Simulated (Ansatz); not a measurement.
This script drives Ansatz 0.2.0 through its Python package.

`eps.py`
```python
import warnings

import ansatz as az
import numpy as np


def main() -> None:
    warnings.simplefilter("ignore", az.DeckWarning)

    lattice = az.Lattice.of(
        (2.884325, 0.0, 0.0),
        (-1.442162, 2.497899, 0.0),
        (0.0, 0.0, 9.336754),
    )
    sites = [
        ("Al", (0.0, 0.0, 0.149992)),
        ("Al", (0.0, 0.0, 0.850008)),
        ("O", (1 / 3, 2 / 3, 0.222317)),
        ("O", (2 / 3, 1 / 3, 0.0)),
        ("O", (1 / 3, 2 / 3, 0.777683)),
    ]
    xtal = az.Crystal(lattice=lattice)
    for symbol, position in sites:
        xtal = xtal.atom(symbol, position)

    base = (
        xtal.calculation()
        .kpoints(12, 12, 2)
        .functional("pbesol")
        .occupations("fixed")
        .dielectric()
    )
    result = base.run(threads=1, pin="off")
    response = result.dielectric
    eps = np.asarray(response.eps_inf)

    print("eps_inf")
    print(np.round(eps, 3) + 0.0)
    for site, z in zip(result.lattice.sites, response.zstar_e):
        print(f"{site.symbol:2s} Z* trace/3 = {np.trace(z) / 3:+.3f} e")
    print(f"charge neutrality missed by {response.zstar_sum_residual_pre_e:.4f} e before the sum rule")


if __name__ == "__main__":
    main()
```

It is started by `python eps.py`. How long does it take on 1 thread of Arm Neoverse V1, with other jobs on the host, and how much memory does it need?

It took about 82 s, with a peak of 0.68 GiB, for 1 run of the engine.

Running `python eps.py` prints:
```text
eps_inf
[[2.719 0.    0.   ]
 [0.    2.719 0.   ]
 [0.    0.    1.948]]
Al Z* trace/3 = +2.533 e
Al Z* trace/3 = +2.533 e
O  Z* trace/3 = -1.584 e
O  Z* trace/3 = -1.898 e
O  Z* trace/3 = -1.584 e
charge neutrality missed by 0.0020 e before the sum rule
```

Notes:
- The Fermi level of a run with fixed occupations marks the highest occupied state on its mesh, not mid-gap.
- Averages over directions belong to no single polarisation, least of all in layered crystals.
- Pressure is positive in compression.
- The structure comes from a database of computed cells and needn't be a stable or known phase.
- This is the electronic (clamped-ion) response; a semilocal gap that is too small tends to raise it. The typed mesh is that of the SCF; the response is solved on denser meshes that the run picks.
